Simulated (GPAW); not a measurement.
# TiAl3 (Pm-3m) in GPAW: further runs

Runs on TiAl3. Level: PBEsol. Tasks: relaxation of cell and atoms.

Program: GPAW 26.7.0. These are calculated values, not measurements. Logs are shortened: lines on timing, memory, paths and dates and some standing lists are left out, and cuts for length are marked. The log counts tension as positive stress, the text compression.

## Step 1: The crystal as given

Symmetry: Pm-3m, No. 221, cubic system. Conventional cell: a = 3.956 Å, b = 3.956 Å, c = 3.956 Å, α = 90.00°, β = 90.00°, γ = 90.00°. Around Ti (site symmetry m-3m) lie 12 Al at 2.80 Å. Al (site symmetry 4/mmm) has 4 Ti at 2.80 Å and 8 Al at 2.80 Å as nearest neighbours.

The cell comes from a database or a generator and needn't be the stable form of this composition.

## Step 2: Relaxation of cell and atoms, PBEsol, target pressure 5 GPa, at which the enthalpy is minimised

run.py

```python
from ase import Atoms
from ase.filters import FrechetCellFilter
from ase.io import write
from ase.optimize import BFGS
from ase.units import GPa
from gpaw import GPAW, PW, setup_paths

setup_paths.insert(0, '.')

atoms = Atoms(['Ti', 'Al', 'Al', 'Al'],
              cell=[[3.95567125, 0.0, 0.0],
                    [0.0, 3.95567125, 0.0],
                    [0.0, 0.0, 3.95567125]],
              scaled_positions=[[0.0, 0.0, 0.0],
                                [0.0, 0.5, 0.5],
                                [0.5, 0.0, 0.5],
                                [0.5, 0.5, 0.0]],
              pbc=True)

calc = GPAW(mode=PW(600),
            xc='PBEsol',
            kpts={'size': (7, 7, 7), 'gamma': True},
            occupations={'name': 'fermi-dirac', 'width': 0.05},
            nbands=23,
            convergence={'density': 1e-05, 'forces': 0.0001},
            maxiter=150,
            txt='gpaw.txt')
atoms.calc = calc
opt = BFGS(FrechetCellFilter(atoms, scalar_pressure=5 * GPa), trajectory='relax.traj', logfile='-')
done = opt.run(fmax=0.02, steps=60)
calc.write('gs.gpw')
write('result.traj', atoms)
print('Converged:', done)
print('Cell:', atoms.cell.cellpar().round(4))
print('Volume:', round(atoms.get_volume(), 4))
print(atoms.get_scaled_positions().round(5))
```

Potentials or basis: PAW data sets generated in the run's folder for this functional, pw.

Run with:

```console
> gpaw-setup -f PBEsol Al Ti
> OMP_NUM_THREADS=1 python run.py
```

gpaw.txt:

```text
__  _  _
 | _ |_)|_||  |
 |__||  | ||/\| - 26.7.0

Input parameters:
  mode=PW(ecut=600.0),
  convergence={'density': 1e-05, 'forces': 0.0001},
  kpts=MonkhorstPack(size=(7, 7, 7), gamma=True),
  maxiter=150,
  nbands=23,
  occupations=Occupations(name='fermi-dirac', width=0.05),
  xc=XC(name='PBEsol')

Diagonalizing LCAO Hamiltonian
Converting LCAO to pw mode
   .---------.
  /|         |
 * |         |
 | |         |
 |Al         |
 | .--Al-----.
 |/    Al   /
 Ti--------*

Atoms  # Å, Bohr magnetons
|   | symbol |        x |        y |        z |    initial magnetic moments |
|---|--------|----------|----------|----------|-----------------------------|
| 0 |     Ti | 0.000000 | 0.000000 | 0.000000 | ( 0.0000,  0.0000,  0.0000) |
| 1 |     Al | 0.000000 | 1.977836 | 1.977836 | ( 0.0000,  0.0000,  0.0000) |
| 2 |     Al | 1.977836 | 0.000000 | 1.977836 | ( 0.0000,  0.0000,  0.0000) |
| 3 |     Al | 1.977836 | 1.977836 | 0.000000 | ( 0.0000,  0.0000,  0.0000) |

Unit cell  # Å
| periodic |        x |        y |        z |  lengths |    angles |
|----------|----------|----------|----------|----------|-----------|
|      yes | 3.955671 | 0.000000 | 0.000000 | 3.955671 | 90.000000 |
|      yes | 0.000000 | 3.955671 | 0.000000 | 3.955671 | 90.000000 |
|      yes | 0.000000 | 0.000000 | 3.955671 | 3.955671 | 90.000000 |

Number of symmetries: 48
Symmetry operations  # r_c * U_cc + t_c -> r_c
|    | kind |            matrix            |
|----|------|------------------------------|
|  0 |  E   |  1, 0, 0,  0, 1, 0,  0, 0, 1 |
|  1 |  σ   |  1, 0, 0,  0, 1, 0,  0, 0,-1 |
|  2 |  σ   |  1, 0, 0,  0, 0, 1,  0, 1, 0 |
|  3 |  C4  |  1, 0, 0,  0, 0, 1,  0,-1, 0 |
|  4 |  C4  |  1, 0, 0,  0, 0,-1,  0, 1, 0 |
|  5 |  σ   |  1, 0, 0,  0, 0,-1,  0,-1, 0 |
|  6 |  σ   |  1, 0, 0,  0,-1, 0,  0, 0, 1 |
|  7 |  C2  |  1, 0, 0,  0,-1, 0,  0, 0,-1 |
|  8 |  σ   |  0, 1, 0,  1, 0, 0,  0, 0, 1 |
|  9 |  C2  |  0, 1, 0,  1, 0, 0,  0, 0,-1 |
| 10 |  C3  |  0, 1, 0,  0, 0, 1,  1, 0, 0 |
| 11 |  S6  |  0, 1, 0,  0, 0, 1, -1, 0, 0 |
| 12 |  S6  |  0, 1, 0,  0, 0,-1,  1, 0, 0 |
| 13 |  C3  |  0, 1, 0,  0, 0,-1, -1, 0, 0 |
[... 206 lines left out ...]
|          2 |       -24.713 |     2.000 |
|          3 |       -24.713 |     2.000 |
|          4 |        -2.421 |     2.000 |
|          5 |         5.298 |     2.000 |
|          6 |         5.298 |     2.000 |
|          7 |         6.236 |     2.000 |
[... 8 lines left out ...]
|         16 |        14.114 |     0.000 |
|         17 |        14.114 |     0.000 |
|        ... |               |           |
|         22 |        17.114 |     0.000 |

No gap
No difference between direct/indirect transitions

Stress tensor  # eV/Ang^3
|        x |        y |        z |
|----------|----------|----------|
| 0.002841 | 0.000000 | 0.000000 |
| 0.000000 | 0.002841 | 0.000000 |
| 0.000000 | 0.000000 | 0.002841 |

Forces  # eV/Ang
|       x |       y |       z |
|---------|---------|---------|
| 0.00000 | 0.00000 | 0.00000 |  # Ti   0
| 0.00000 | 0.00000 | 0.00000 |  # Al   1
| 0.00000 | 0.00000 | 0.00000 |  # Al   2
| 0.00000 | 0.00000 | 0.00000 |  # Al   3

Interpolating wave functions to new cell
   .---------.
  /|         |
 * |         |
 |Al         |
 | |  Al     |
 | .---------.
 |/    Al   /
 Ti--------*

Atoms  # Å, Bohr magnetons
|   | symbol |        x |        y |        z |    initial magnetic moments |
|---|--------|----------|----------|----------|-----------------------------|
| 0 |     Ti | 0.000000 | 0.000000 | 0.000000 | ( 0.0000,  0.0000,  0.0000) |
| 1 |     Al | 0.000000 | 1.974117 | 1.974117 | ( 0.0000,  0.0000,  0.0000) |
| 2 |     Al | 1.974117 | 0.000000 | 1.974117 | ( 0.0000,  0.0000,  0.0000) |
| 3 |     Al | 1.974117 | 1.974117 | 0.000000 | ( 0.0000,  0.0000,  0.0000) |

Unit cell  # Å
| periodic |        x |        y |        z |  lengths |    angles |
|----------|----------|----------|----------|----------|-----------|
|      yes | 3.948235 | 0.000000 | 0.000000 | 3.948235 | 90.000000 |
|      yes | 0.000000 | 3.948235 | 0.000000 | 3.948235 | 90.000000 |
|      yes | 0.000000 | 0.000000 | 3.948235 | 3.948235 | 90.000000 |

Number of symmetries: 48
Symmetry operations  # r_c * U_cc + t_c -> r_c
|    | kind |            matrix            |
|----|------|------------------------------|
|  0 |  E   |  1, 0, 0,  0, 1, 0,  0, 0, 1 |
|  1 |  σ   |  1, 0, 0,  0, 1, 0,  0, 0,-1 |
|  2 |  σ   |  1, 0, 0,  0, 0, 1,  0, 1, 0 |
|  3 |  C4  |  1, 0, 0,  0, 0, 1,  0,-1, 0 |
|  4 |  C4  |  1, 0, 0,  0, 0,-1,  0, 1, 0 |
|  5 |  σ   |  1, 0, 0,  0, 0,-1,  0,-1, 0 |
|  6 |  σ   |  1, 0, 0,  0,-1, 0,  0, 0, 1 |
|  7 |  C2  |  1, 0, 0,  0,-1, 0,  0, 0,-1 |
|  8 |  σ   |  0, 1, 0,  1, 0, 0,  0, 0, 1 |
|  9 |  C2  |  0, 1, 0,  1, 0, 0,  0, 0,-1 |
| 10 |  C3  |  0, 1, 0,  0, 0, 1,  1, 0, 0 |
| 11 |  S6  |  0, 1, 0,  0, 0, 1, -1, 0, 0 |
| 12 |  S6  |  0, 1, 0,  0, 0,-1,  1, 0, 0 |
| 13 |  C3  |  0, 1, 0,  0, 0,-1, -1, 0, 0 |
[... 224 lines left out ...]
No gap
No difference between direct/indirect transitions

Stress tensor  # eV/Ang^3
|         x |         y |         z |
|-----------|-----------|-----------|
| -0.001105 |  0.000000 |  0.000000 |
|  0.000000 | -0.001105 |  0.000000 |
|  0.000000 |  0.000000 | -0.001105 |

Forces  # eV/Ang
|       x |        y |       z |
|---------|----------|---------|
| 0.00000 |  0.00000 | 0.00000 |  # Ti   0
| 0.00000 |  0.00000 | 0.00000 |  # Al   1
| 0.00000 | -0.00000 | 0.00000 |  # Al   2
| 0.00000 |  0.00000 | 0.00000 |  # Al   3

Interpolating wave functions to new cell

         Al
            Al
              Al
       Ti

Atoms  # Å, Bohr magnetons
|   | symbol |         x |         y |         z |    initial magnetic moments |
|---|--------|-----------|-----------|-----------|-----------------------------|
| 0 |     Ti |  0.000000 | -0.000000 | -0.000000 | ( 0.0000,  0.0000,  0.0000) |
| 1 |     Al | -0.000000 |  1.947288 |  1.947288 | ( 0.0000,  0.0000,  0.0000) |
| 2 |     Al |  1.947288 |  0.000000 |  1.947288 | ( 0.0000,  0.0000,  0.0000) |
| 3 |     Al |  1.947288 |  1.947288 | -0.000000 | ( 0.0000,  0.0000,  0.0000) |

Unit cell  # Å
| periodic |        x |        y |        z |  lengths |    angles |
|----------|----------|----------|----------|----------|-----------|
|      yes | 3.894576 | 0.000000 | 0.000000 | 3.894576 | 90.000000 |
|      yes | 0.000000 | 3.894576 | 0.000000 | 3.894576 | 90.000000 |
|      yes | 0.000000 | 0.000000 | 3.894576 | 3.894576 | 90.000000 |

Number of symmetries: 48
Symmetry operations  # r_c * U_cc + t_c -> r_c
|    | kind |            matrix            |
|----|------|------------------------------|
|  0 |  E   |  1, 0, 0,  0, 1, 0,  0, 0, 1 |
|  1 |  σ   |  1, 0, 0,  0, 1, 0,  0, 0,-1 |
|  2 |  σ   |  1, 0, 0,  0, 0, 1,  0, 1, 0 |
|  3 |  C4  |  1, 0, 0,  0, 0, 1,  0,-1, 0 |
|  4 |  C4  |  1, 0, 0,  0, 0,-1,  0, 1, 0 |
|  5 |  σ   |  1, 0, 0,  0, 0,-1,  0,-1, 0 |
|  6 |  σ   |  1, 0, 0,  0,-1, 0,  0, 0, 1 |
|  7 |  C2  |  1, 0, 0,  0,-1, 0,  0, 0,-1 |
|  8 |  σ   |  0, 1, 0,  1, 0, 0,  0, 0, 1 |
|  9 |  C2  |  0, 1, 0,  1, 0, 0,  0, 0,-1 |
| 10 |  C3  |  0, 1, 0,  0, 0, 1,  1, 0, 0 |
| 11 |  S6  |  0, 1, 0,  0, 0, 1, -1, 0, 0 |
| 12 |  S6  |  0, 1, 0,  0, 0,-1,  1, 0, 0 |
| 13 |  C3  |  0, 1, 0,  0, 0,-1, -1, 0, 0 |
[... 224 lines left out ...]
No gap
No difference between direct/indirect transitions

Stress tensor  # eV/Ang^3
|         x |         y |         z |
|-----------|-----------|-----------|
| -0.032651 |  0.000000 |  0.000000 |
|  0.000000 | -0.032651 |  0.000000 |
|  0.000000 |  0.000000 | -0.032651 |

Forces  # eV/Ang
|        x |        y |       z |
|----------|----------|---------|
| -0.00000 |  0.00000 | 0.00000 |  # Ti   0
|  0.00000 |  0.00000 | 0.00000 |  # Al   1
|  0.00000 | -0.00000 | 0.00000 |  # Al   2
|  0.00000 |  0.00000 | 0.00000 |  # Al   3

Interpolating wave functions to new cell

         Al
            Al
              Al
       Ti

Atoms  # Å, Bohr magnetons
|   | symbol |         x |         y |         z |    initial magnetic moments |
|---|--------|-----------|-----------|-----------|-----------------------------|
| 0 |     Ti | -0.000000 | -0.000000 | -0.000000 | ( 0.0000,  0.0000,  0.0000) |
| 1 |     Al | -0.000000 |  1.948461 |  1.948461 | ( 0.0000,  0.0000,  0.0000) |
| 2 |     Al |  1.948461 |  0.000000 |  1.948461 | ( 0.0000,  0.0000,  0.0000) |
| 3 |     Al |  1.948461 |  1.948461 | -0.000000 | ( 0.0000,  0.0000,  0.0000) |

Unit cell  # Å
| periodic |        x |         y |         z |  lengths |    angles |
|----------|----------|-----------|-----------|----------|-----------|
|      yes | 3.896922 | -0.000000 | -0.000000 | 3.896922 | 90.000000 |
|      yes | 0.000000 |  3.896922 |  0.000000 | 3.896922 | 90.000000 |
|      yes | 0.000000 |  0.000000 |  3.896922 | 3.896922 | 90.000000 |

Number of symmetries: 48
Symmetry operations  # r_c * U_cc + t_c -> r_c
|    | kind |            matrix            |
|----|------|------------------------------|
|  0 |  E   |  1, 0, 0,  0, 1, 0,  0, 0, 1 |
|  1 |  σ   |  1, 0, 0,  0, 1, 0,  0, 0,-1 |
|  2 |  σ   |  1, 0, 0,  0, 0, 1,  0, 1, 0 |
|  3 |  C4  |  1, 0, 0,  0, 0, 1,  0,-1, 0 |
|  4 |  C4  |  1, 0, 0,  0, 0,-1,  0, 1, 0 |
|  5 |  σ   |  1, 0, 0,  0, 0,-1,  0,-1, 0 |
|  6 |  σ   |  1, 0, 0,  0,-1, 0,  0, 0, 1 |
|  7 |  C2  |  1, 0, 0,  0,-1, 0,  0, 0,-1 |
|  8 |  σ   |  0, 1, 0,  1, 0, 0,  0, 0, 1 |
|  9 |  C2  |  0, 1, 0,  1, 0, 0,  0, 0,-1 |
| 10 |  C3  |  0, 1, 0,  0, 0, 1,  1, 0, 0 |
| 11 |  S6  |  0, 1, 0,  0, 0, 1, -1, 0, 0 |
| 12 |  S6  |  0, 1, 0,  0, 0,-1,  1, 0, 0 |
| 13 |  C3  |  0, 1, 0,  0, 0,-1, -1, 0, 0 |
| 14 |  C4  |  0, 1, 0, -1, 0, 0,  0, 0, 1 |
| 15 |  S4  |  0, 1, 0, -1, 0, 0,  0, 0,-1 |
| 16 |  C3  |  0, 0, 1,  1, 0, 0,  0, 1, 0 |
| 17 |  S6  |  0, 0, 1,  1, 0, 0,  0,-1, 0 |
| 18 |  σ   |  0, 0, 1,  0, 1, 0,  1, 0, 0 |
| 19 |  C4  |  0, 0, 1,  0, 1, 0, -1, 0, 0 |
| 20 |  C2  |  0, 0, 1,  0,-1, 0,  1, 0, 0 |
| 21 |  S4  |  0, 0, 1,  0,-1, 0, -1, 0, 0 |
[... 215 lines left out ...]
No gap
No difference between direct/indirect transitions

Stress tensor  # eV/Ang^3
|         x |         y |         z |
|-----------|-----------|-----------|
| -0.031152 | -0.000000 |  0.000000 |
| -0.000000 | -0.031152 |  0.000000 |
|  0.000000 |  0.000000 | -0.031152 |

Forces  # eV/Ang
|        x |        y |       z |
|----------|----------|---------|
| -0.00000 | -0.00000 | 0.00000 |  # Ti   0
| -0.00000 | -0.00000 | 0.00000 |  # Al   1
|  0.00000 |  0.00000 | 0.00000 |  # Al   2
|  0.00000 |  0.00000 | 0.00000 |  # Al   3

# Writing to gs.gpw (mode='')
```

Run time: 55 s. Hardware: 1 thread of Arm Neoverse V2, shared host; peak memory 0.22 GiB.

Results:

```
Free energy                                            : -20.9010 eV
Relaxed volume                                         : 14.79 Å³/atom
Relaxed cell                                           : a = 3.897 Å, b = 3.897 Å, c = 3.897 Å, α = 90.00°, β = 90.00°, γ = 90.00°
Space group after relaxing (to 0.05 Å)                 : Pm-3m (No. 221)
Energy change on relaxing (the enthalpy is what falls) : +10.2 meV/atom
Ionic steps                                            : 4
Pressure after relaxing                                : 5.0 GPa
Band gap on the k mesh                                 : none (metal or under the smearing width)
```

Step by step:
| step | energy change (eV) | largest force (eV/Å) | pressure (GPa) | volume (Å³) |
| --- | --- | --- | --- | --- |
| 1 | 0.0000 | 0.0000 | -0.46 | 61.90 |
| 2 | 0.0002 | 0.0000 | 0.18 | 61.55 |
| 3 | 0.0442 | 0.0000 | 5.23 | 59.07 |
| 4 | 0.0406 | 0.0000 | 4.99 | 59.18 |

Final structure:
```
Ti Al
1.0
     3.89692    0.00000    0.00000
     0.00000    3.89692    0.00000
     0.00000    0.00000    3.89692
Ti Al
1 3
Direct
  0.00000 0.00000 0.00000
  0.00000 0.50000 0.50000
  0.50000 0.00000 0.50000
  0.50000 0.50000 0.00000
```

Caveat: later steps reuse the first step's grids.

## Step 3: Relaxation of cell and atoms, PBEsol, target pressure 10 GPa, at which the enthalpy is minimised

run.py, as its differences from that of step 2:

```diff
@@ -28,3 +28,3 @@
 atoms.calc = calc
-opt = BFGS(FrechetCellFilter(atoms, scalar_pressure=5 * GPa), trajectory='relax.traj', logfile='-')
+opt = BFGS(FrechetCellFilter(atoms, scalar_pressure=10 * GPa), trajectory='relax.traj', logfile='-')
 done = opt.run(fmax=0.02, steps=60)
```

Potentials or basis: PAW data sets generated in the run's folder for this functional, pw.

Run with:

```console
> gpaw-setup -f PBEsol Al Ti
> OMP_NUM_THREADS=1 python run.py
```

It took 58 s on 1 thread of Arm Neoverse V2, shared host; peak memory 0.2 GiB.

The run converged. Its results:

| Property | Result |
| --- | --- |
| Free energy | -20.8033 eV |
| Relaxed volume | 14.29 Å³/atom |
| Relaxed cell | a = 3.852 Å, b = 3.852 Å, c = 3.852 Å, α = 90.00°, β = 90.00°, γ = 90.00° |
| Space group after relaxing (to 0.05 Å) | Pm-3m (No. 221) |
| Energy change on relaxing (the enthalpy is what falls) | +34.5 meV/atom |
| Ionic steps | 4 |
| Pressure after relaxing | 10.0 GPa |
| Band gap on the k mesh | none (metal or under the smearing width) |

Step by step:
```csv
step,energy change (eV),largest force (eV/Å),pressure (GPa),volume (Å³)
1,0.0000,0.0000,-0.46,61.90
2,0.0016,0.0000,0.77,61.23
3,0.1586,0.0000,10.79,56.83
4,0.1379,0.0000,9.95,57.14
```

Final structure:
```yaml
crystal:
  lattice:
    - [3.85168, 0.00000, 0.00000]
    - [0.00000, 3.85168, 0.00000]
    - [0.00000, 0.00000, 3.85168]
  atoms:
    - { symbol: Ti, position: [0.00000, 0.00000, 0.00000] }
    - { symbol: Al, position: [0.00000, 0.50000, 0.50000] }
    - { symbol: Al, position: [0.50000, 0.00000, 0.50000] }
    - { symbol: Al, position: [0.50000, 0.50000, 0.00000] }
```

Levels at points of the mesh, in eV from the Fermi level:
| k point | band 6 | band 7 | band 8 | band 9 | band 10 | band 11 | band 12 | band 13 | band 14 | band 15 |
| --- | --- | --- | --- | --- | --- | --- | --- | --- | --- | --- |
| (0.00, 0.00, 0.00) | -3.37 | -3.37 | -2.31 | -2.31 | -2.31 | 0.07 | 0.07 | 0.07 | 0.56 | 4.65 |

Caveat: later steps reuse the first step's grids.
